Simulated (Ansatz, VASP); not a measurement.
## One calculation of Ir, two programs

```
Ir
1.0
     2.71419    0.00000    0.00000
    -1.35710    2.35056    0.00000
     0.00000    0.00000    4.40198
Ir
2
Cartesian
  0.0000 1.5670 1.1005
  1.3571 0.7835 3.3015
```

Change from the starting cell: volume scaled by 0.96.

Alike in both runs: task single point; functional PBEsol; k mesh 11 × 11 × 6; occupations fermi-dirac, width 0.05 eV; no spin polarisation.

|  | VASP | Ansatz |
| --- | --- | --- |
| version | VASP 6.6.1 | Ansatz 0.2.0 |
| potentials or method | VASP PAW PBE potentials, release 64 (Ir) | Ansatz PAW |
| plane-wave cutoff (eV) | 520 | 420 |
| valence electrons in the cell | 18 | 34 |

```tsv
	VASP	Ansatz	Ansatz less VASP
gap on the k mesh at the Fermi level (eV)	none	none	-
pressure (GPa)	3.2	2.2	-1.01
largest component of the traceless stress (GPa)	0.06	0.11	+0.045
```

A gap of «none» marks a metal or a gap that the smearing closes. The two sets of potentials don't hold the same shells in valence.

Caveats: the PAW data sets were made with another functional, which shifts forces and pressure a little (VASP); the PAW data sets come from PBE, with cores solved anew for the run's functional, which leaves a small shift of forces and pressure (Ansatz). The runs have no spin-orbit coupling, so splittings on Ir are missing.
